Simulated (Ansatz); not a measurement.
# NaCl: the cost of one run

Method: DFT PBE, scalar-relativistic, in Ansatz 0.2.0.

## 1. Starting point

It takes space group Pm-3m (No. 221, cubic). Conventional cell: a = 2.860 Å, b = 2.860 Å, c = 2.860 Å, α = 90.00°, β = 90.00°, γ = 90.00°. Na (site symmetry m-3m) has 8 Cl at 2.48 Å as nearest neighbours. Around Cl (site symmetry m-3m) lie 8 Na at 2.48 Å.

Coordinates:

```
CELL_PARAMETERS angstrom
2.86000 0.00000 0.00000
0.00000 2.86000 0.00000
0.00000 0.00000 2.86000
ATOMIC_POSITIONS crystal
Na 0.00000 0.00000 0.00000
Cl 0.50000 0.50000 0.50000
```

The geometry is a database entry used as it stands. It may stem from high pressure or temperature, or be incomplete, so it serves as a test cell.

Atoms are numbered in the order of the input: Na1, Cl2.

## 2. Volume × 0.94, LAPW

Input file input.yaml:

```yaml
crystal:
  lattice:
    - [2.8016162709, 0.0, 0.0]
    - [0.0, 2.8016162709, 0.0]
    - [0.0, 0.0, 2.8016162709]
  atoms:
    - { symbol: Na, position: [0.0, 0.0, 0.0] }
    - { symbol: Cl, position: [0.5, 0.5, 0.5] }
kpoints:
  mp_grid: { grid: [8, 8, 8] }
  band_path:
    path:
      - [0.0, 0.0, 0.0]
      - [0.0, 0.5, 0.0]
      - [0.5, 0.5, 0.0]
      - [0.0, 0.0, 0.0]
      - [0.5, 0.5, 0.5]
      - [0.0, 0.5, 0.0]
      - [0.5, 0.5, 0.5]
      - [0.5, 0.5, 0.0]
    npoints: 5
scf:
  occupations: { method: fermi_dirac, width: 0.02 }
hamiltonian:
  xc: pbe
  pseudopotentials: { kind: all_electron, lapw: { basis_error: 0.00025 } }
output:
  forces: true
  stress: true
  eigenvalues: true
```

On the command line:

```sh
ansatz run input.yaml --threads 1 --pin off --max-ram 3072MiB --backend cpu --events-out ev --progress --plain --runs-dir out
```

Q: Estimate wall time and peak memory on 1 thread of Arm Neoverse V1, shared host.

About 6.8 s, with a peak of 0.26 GiB.
